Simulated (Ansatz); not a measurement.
# Zn5Se8: the cost of one run

Computed with Ansatz 0.2.0 (DFT PBE, scalar-relativistic, plane waves, PAW, unless a step's input says otherwise).

2 further runs of the same task are left out: 2 set aside as unsound or not needed.

## (1) The starting structure

Symmetry: F-43m, No. 216, cubic system. Conventional cell: a = 5.732 Å, b = 5.732 Å, c = 5.732 Å, α = 90.00°, β = 90.00°, γ = 90.00°. Zn (site symmetry -43m) is surrounded by 4 Se at 2.48 Å. Around Se (site symmetry -43m) lie 4 Zn at 2.48 Å.

Coordinates:

```cif
data_structure
_symmetry_space_group_name_H-M 'P 1'
_symmetry_Int_Tables_number 1
_cell_length_a 4.0530
_cell_length_b 4.0530
_cell_length_c 4.0530
_cell_angle_alpha 60.000
_cell_angle_beta 60.000
_cell_angle_gamma 60.000
_cell_volume 47.08
loop_
_atom_site_label
_atom_site_type_symbol
_atom_site_fract_x
_atom_site_fract_y
_atom_site_fract_z
_atom_site_occupancy
Zn1 Zn 0.00000 0.00000 0.00000 1
Se1 Se 0.25000 0.25000 0.25000 1
```

This cell was relaxed beforehand with the same method: volume 23.54 Å³/atom, gap on the mesh 1.15 eV.

Reference energy of this cell: -8789.5364 eV (2 atoms, 8×8×8 mesh, zero smearing).

## (2) Next cell: 3 of 8 Zn atoms taken out at random

From a supercell with 8 Zn sites, 3 are emptied at random; the cell stays neutral and all atoms are shaken by 0.02 Å.

The cell holds 5 Zn, 8 Se: a = 8.106 Å, b = 8.106 Å, c = 8.106 Å, α = 60.00°, β = 60.00°, γ = 60.00°.

## (3) Relaxation without symmetry, coarse mesh

A cheap relaxation: coarse mesh, no symmetry, loose thresholds.

The input, input.yaml:

```yaml
crystal:
  lattice:
    - [0.0, 5.7318402879, -5.7318402879]
    - [-5.7318402879, 0.0, -5.7318402879]
    - [-5.7318402879, 5.7318402879, 0.0]
  atoms:
    - { symbol: Zn, position: [0.4988879508, 0.0018037217, 0.4999518545] }
    - { symbol: Zn, position: [0.9993088881, 0.999918497, 0.4974531167] }
    - { symbol: Zn, position: [0.4943797392, 0.0024072061, 0.0015924833] }
    - { symbol: Zn, position: [0.4993767299, 0.4991397318, 0.0013681795] }
    - { symbol: Zn, position: [0.0008201405, 0.5021940077, 0.001498997] }
    - { symbol: Se, position: [0.6243251878, 0.1261285805, 0.1213205966] }
    - { symbol: Se, position: [0.1290253172, 0.1236791912, 0.1245424953] }
    - { symbol: Se, position: [0.6310339549, 0.6200244849, 0.1197958366] }
    - { symbol: Se, position: [0.1217667949, 0.6309024847, 0.1235385575] }
    - { symbol: Se, position: [0.6279822579, 0.1266255597, 0.6247346515] }
    - { symbol: Se, position: [0.1268086093, 0.1250799314, 0.6236142694] }
    - { symbol: Se, position: [0.6225846674, 0.6262316024, 0.628659095] }
    - { symbol: Se, position: [0.1258384554, 0.6232801587, 0.6217246334] }
  symmetry: { detect: false }
basis:
  ecutwfc: 420
kpoints:
  mp_grid: { grid: [2, 2, 2], shift: [0.5, 0.5, 0.5] }
hamiltonian:
  xc: pbe
scf:
  occupations: { method: gaussian, width: 0.1 }
  lower_state_search: "off"
output:
  forces: true
  stress: true
  eigenvalues: true
relax:
  adjacent_minimum: "off"
  f_tol: 0.04
  max_steps: 50
  cell: { stress_tol: 0.3 }
```

Command:

```bash
ansatz run input.yaml --threads 4 --pin off --max-ram 9216MiB --backend cpu --events-out ev --progress --plain --runs-dir out
```

Q: Estimate wall time and peak memory on 4 threads of Intel Xeon Platinum 8488C (Sapphire Rapids), shared host.

About 2.8 min, with a peak of 1.2 GiB.
